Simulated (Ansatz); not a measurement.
AlAs: the change of energy less free atoms and pressure with volume per atom

Results calculated with Ansatz 0.2.0, not measured. Periodic Kohn-Sham DFT of a crystal at fixed atoms; pressure and stress are positive in compression; the energy is the free energy less that of spherical unpolarised free atoms; site moments are those in the method's own spheres, positive along +z.

Cell of the first row (space group F-43m, No. 216):
```
CELL_PARAMETERS angstrom
0.00000 2.77310 2.77310
2.77310 0.00000 2.77310
2.77310 2.77310 0.00000
ATOMIC_POSITIONS crystal
Al 0.00000 0.00000 0.00000
As 0.75000 0.75000 0.75000
```

Settings of every row: method all-electron LAPW; functional PBE; relativity scalar; k mesh 11x11x11; filling fermi-dirac; smearing width 0.05 eV; basis error target 1 meV/atom; nucleus gaussian.

Atom start moment: 0 on all atoms.

| row | volume per atom (Å³) | energy less free atoms (eV/atom) | pressure (GPa) |
| --- | --- | --- | --- |
| 1 | 21.326 | -4.6435 | 7.981 |
| 2 | 21.995 | -4.6706 | 5.093 |
| 3 | 22.675 | -4.6867 | 2.57 |
| 4 | 23.355 | -4.6929 | 0.405 |
| 5 | 24.035 | ? | ? |

Question: what energy less free atoms and pressure should row 5 give?

Worked fit of energy less free atoms. Take u = (V_r/V)^(2/3) − 1 with V_r = 22.335 Å³ an atom, which is twice the finite (Eulerian) strain; such expansions in the strain, on which the Birch-Murnaghan equation of state is built, carry the rest volume and the bulk modulus. The shown rows have u = 0.0313, 0.01028, -0.01002, -0.02933. Least squares give energy less free atoms = −4.67999 + 0.7911 × u + 11.964 × u² eV/atom; a straight line predicts inner rows, each left out in turn, worse (root mean square 0.007 against 2.5e-05 eV/atom). All shown rows lie on it to the printed digit. The withheld row has u = -0.04773, so the fit gives −4.67999 + 0.7911 × (-0.04773) + 11.964 × (-0.04773)² = -4.6905 eV/atom.

The calculation gave -4.6906 eV/atom. The fit lies 0.0001 eV/atom (0.2 % of the column's range) above it, one unit of the last digit. This row lies beyond the range of the fit.

Worked fit of pressure. Take u = (V_r/V)^(2/3) − 1 with V_r = 22.335 Å³ an atom, which is twice the finite (Eulerian) strain; such expansions in the strain, on which the Birch-Murnaghan equation of state is built, carry the rest volume and the bulk modulus. The shown rows have u = 0.0313, 0.01028, -0.01002, -0.02933. Least squares give pressure = 3.7831 + 124.326 × u + 312.46 × u² GPa; a straight line predicts inner rows, each left out in turn, worse (root mean square 0.18 against 0.0027 GPa). The rows lie off it by 0.000, -0.001, 0.001, 0.000. The withheld row has u = -0.04773, so the fit gives 3.7831 + 124.326 × (-0.04773) + 312.46 × (-0.04773)² = -1.439 GPa.

The calculation gave -1.45 GPa. The fit lies 0.011 GPa (0.12 % of the column's range) above it; its largest miss of a shown row is 0.001 GPa. This row lies beyond the range of the fit.
